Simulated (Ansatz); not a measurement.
# BaS: the cost of one run

Computed with Ansatz 0.2.0 (DFT PBE, scalar-relativistic, plane waves, PAW, unless a step's input says otherwise).

1 further run of the same task is left out (set aside as unsound or not needed). Runs told in other sessions of the task aren't counted.

## Step 1: Starting point

Symmetry: P6_3/mmc, No. 194, hexagonal system. Conventional cell: a = 4.412 Å, b = 4.412 Å, c = 7.754 Å, α = 90.00°, β = 90.00°, γ = 120.00°. Around Ba (site symmetry -6m2) lie 6 S at 3.20 Å. S (site symmetry -3m) has 6 Ba at 3.20 Å in its first shell of neighbours.

As a file:

```
Ba S
1.0
     4.41238    0.00000    0.00000
    -2.20619    3.82124    0.00000
     0.00000    0.00000    7.75391
Ba S
2 2
Direct
  0.33333 0.66667 0.25000
  0.66667 0.33333 0.75000
  0.00000 0.00000 0.00000
  0.00000 0.00000 0.50000
```

This cell comes from an earlier session at PBE: 32.684 Å³/atom at 0.00 GPa, on a 8×8×6 mesh.

The changes: atom 3 (S) moved 0.2 Å along y; atom 3 (S) moved 0.05 Å along z; strain e1 = +0.03, atoms carried along; strain e6 = -0.01, atoms carried along; all atoms moved at random (σ = 0.06 Å), cell strained at random (1 %); all atoms moved at random (σ = 0.1 Å), cell strained at random (1 %).

## Step 2: Atom 3 (S) moved 0.2 Å along y

File input.yaml:

```yaml
crystal:
  lattice:
    - [4.4123825862, 0.0, 0.0]
    - [-2.2061912931, 3.8212354109, 0.0]
    - [0.0, 0.0, 7.7539147376]
  atoms:
    - { symbol: Ba, position: [0.3333333333, 0.6666666667, 0.25] }
    - { symbol: Ba, position: [0.6666666667, 0.3333333333, 0.75] }
    - { symbol: S, position: [0.0261695471, 0.0523390942, 0.0] }
    - { symbol: S, position: [0.0, 0.0, 0.5] }
basis:
  ecutwfc: 420
  ecutrho_ratio: 4
kpoints:
  mp_grid: { grid: [8, 8, 6] }
hamiltonian:
  xc: pbe
scf:
  occupations: { method: gaussian, width: 0.05 }
output:
  forces: true
  stress: true
  eigenvalues: true
  write_density: true
  write_potential: true
  elf: true
  volumetric_format: npy
```

The run is started by

```sh
$ ansatz run input.yaml --threads 2 --pin off --max-ram 2662MiB --backend cpu --events-out ev --progress --plain --runs-dir out
```

What time and memory should one allow on 2 threads of Arm Neoverse V2, shared host?

About 17 s, with a peak of 0.5 GiB.
